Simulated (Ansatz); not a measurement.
**How BeS (F-43m) stiffens under pressure**

```xyz
2
Lattice="0.0000 2.3982 2.3982 2.3982 0.0000 2.3982 2.3982 2.3982 0.0000" Properties=species:S:1:pos:R:3 pbc="T T T"
Be    0.0000    0.0000    0.0000
S     3.5973    3.5973    3.5973
```

This is the zero-pressure cell. At each pressure cell and atoms are relaxed in this structure, and the constants are slopes of the stress at strains of ±0.005 with relaxed ions (the coefficients that govern stability under load). Level: LDA, PAW on Ansatz 0.2.0's default frozen-core files (fitted under PBE), scalar-relativistic; k mesh 10×10×10, strains of ±0.005, fixed occupations, cutoff 420 eV. P is the pressure of the relaxed cell, less that of this one.

```
P (GPa)    V/V₀  C11 (GPa)  C12 (GPa)  C44 (GPa)
   0.00  1.0000      168.5       69.0       87.0
   1.01  0.9904      172.7       72.6       88.3
   2.02  0.9811      176.8       76.2       89.6
   4.00       ?          ?          ?          ?
   6.99  0.9408      196.4       93.4       95.1
   9.98  0.9199      207.7      103.5       97.8
  14.96  0.8892      225.9      120.0      101.7
```

Problem. Does the bulk modulus from the constants agree with the pressure-volume curve?

Solution. A third-order Birch-Murnaghan fit to the volumes shown (F against f, f = [(V₀/V)^(2/3) − 1]/2) gives B₀ = 102.2 GPa and B′ = 3.8. Its −V dP/dV stands beside (C11 + 2C12)/3:

```csv
P (GPa),from P(V),from the constants
0.00,102.2,102.2
1.01,105.9,105.9
2.02,109.7,109.7
6.99,127.7,127.7
9.98,138.2,138.2
14.96,155.4,155.3
```

Problem. What are the pressure derivatives at zero pressure?

Solution. Slopes at V₀ of quadratic fits in −ln(V/V₀) through the first four rows shown, divided by B₀: dC11/dP = 4.2, dC12/dP = 3.6, dC44/dP = 1.4. The mean slopes up to 2.0 GPa are 4.1, 3.5, 1.3; curvature and scatter of the constants part the two. The combination (dC11/dP + 2 dC12/dP)/3 = 3.8 stands against B′.

Problem. Fill the row at 4.00 GPa.

Solution. Cubic fits in −ln(V/V₀) through all rows shown give C11 = 184.7, C12 = 83.1, C44 = 91.9 GPa. Computed: V/V₀ = 0.9641, C11 (GPa) = 184.8, C12 (GPa) = 83.1, C44 (GPa) = 91.9.

Problem. Does a shear stiffness soften?

Solution. C44 goes from 87.0 to 101.7 GPa; (C11 − C12)/2 goes from 49.8 to 52.9 GPa. Neither ends more than 3 % under its start, and the lattice stays mechanically stable over this range.

Keep in mind: no other phase was computed; many crystals of this kind change structure within this range, and rows or crossings beyond such a change describe a metastable lattice; frozen-core PAW files fitted under PBE, their cores solved anew for the functional of the run; constants at zero field, no piezoelectric stiffening; phonons weren't checked at these pressures.
